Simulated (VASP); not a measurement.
Input of a VASP 6.6.1 run:

The input INCAR:

```
PREC = Accurate ; ENCUT = 520
EDIFF = 1E-7 ; ISMEAR = -1
SIGMA = 0.05 ; LREAL = Auto
LASPH = True ; NELM = 100
ALGO = Fast ; ISIF = 2
LWAVE = False ; LCHARG = False
GGA = PE ; IVDW = 12
NBANDS = 37
```

The input KPOINTS:

```
regular mesh
0
Gamma
  1 1 1
```

Contents of POSCAR:

```
H8CO6
1.0
    5.2990860000      0.0000000000      0.0000000000
    0.0000000000      5.2990860000      0.0000000000
    0.0000000000      0.0000000000      5.2990860000
O H C
6 8 1
Direct
    0.8500925802      0.9150833531      0.6235400652
    0.6253556225      0.5508312763      0.2809336387
    0.2654695108      0.7814294640      0.9256494759
    0.5682260139      0.2512753321      0.8674493847
    0.1015460939      0.3999001800      0.5423081691
    0.3230076396      0.0559332671      0.3767614889
    0.7843990685      0.7960998877      0.4978108886
    0.9723649982      0.8246833909      0.7294416401
    0.6385593190      0.4425954726      0.1271095279
    0.6686686458      0.4355327901      0.4181196290
    0.3507956150      0.6523261078      0.8253729520
    0.3086802214      0.7345217639      1.0995087219
    0.4428236762      0.1244987110      0.9194941684
    0.6898825477      0.1399128562      0.7769109613
    0.2120367474      0.2267836471      0.4612780882
```

Potentials or basis: VASP PAW PBE potentials, release 64 (O, H, C).

Run with:

```bash
$ cat potpaw_PBE.64/O/POTCAR potpaw_PBE.64/H/POTCAR potpaw_PBE.64/C/POTCAR > POTCAR
$ mpirun -np 1 vasp_gam > vasp.out
```

Question: What does it give for the band gap on the k mesh?

Answer: 5.27 eV, direct.

Question: Estimate the largest force.

Answer: 0.630 eV/Å.

Question: Estimate the pressure.

Answer: 0.3 GPa.

Forces in eV/Å, atoms in the order of the input:
```
O   -0.060 -0.093  0.029
O   -0.002 -0.088  0.076
O    0.040 -0.102  0.046
O   -0.049  0.049 -0.036
O   -0.226  0.488  0.199
O    0.396 -0.384 -0.304
H   -0.020  0.118 -0.078
H    0.063  0.023  0.099
H   -0.004  0.059 -0.001
H   -0.044  0.012 -0.026
H    0.011  0.021 -0.035
H   -0.034  0.093 -0.043
H   -0.029  0.000  0.054
H    0.065 -0.070 -0.045
C   -0.106 -0.125  0.063
```

Caveat: the standard files for N, O and F lose accuracy on very short bonds. As with any semilocal functional, this PBE gap is likely too small.
